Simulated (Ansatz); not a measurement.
SnSe2, 3 atoms in the cell. The structure is trigonal, space group P-3m1 (No. 164). The conventional cell has a = 3.811 Å, b = 3.811 Å, c = 6.136 Å, α = 90.00°, β = 90.00°, γ = 120.00°. Sn (site symmetry -3m) is surrounded by 6 Se at 2.68 Å. Se (site symmetry 3m) is surrounded by 3 Sn at 2.68 Å. 

```yaml
Program: Ansatz 0.2.0
Task: band structure
Functional: PBE
Potentials_or_basis: Ansatz PAW
Cutoff: "420 eV (not typed: the program's choice for these potentials)"
k_mesh: 8 × 8 × 5
Occupations: fermi-dirac, width 0.05 eV
Spin: no spin polarisation
Path: "[[\"G\", \"M\", \"K\", \"G\", \"A\", \"L\", \"H\", \"A\"], [\"L\", \"M\"], [\"K\", \"H\"]]"
Points_for_each_segment_of_the_path: 14
```

Potentials or basis: Ansatz PAW.

The run is started by

```sh
$ ansatz run input.yaml --threads 2 --pin off --max-ram 5632MiB --backend cpu --events-out ev --progress --plain --runs-dir out
```

Hardware: 2 threads of Intel(R) Xeon(R) 6975P-C (Granite Rapids) (shared host).

Task: Estimate the wall time of this run.

Result: It took 2.7 s on 2 threads of Intel(R) Xeon(R) 6975P-C (Granite Rapids) (shared host), peak memory 0.45 GiB. Counts: scf iterations 6, plane waves 1485, k points 40, bands 30.
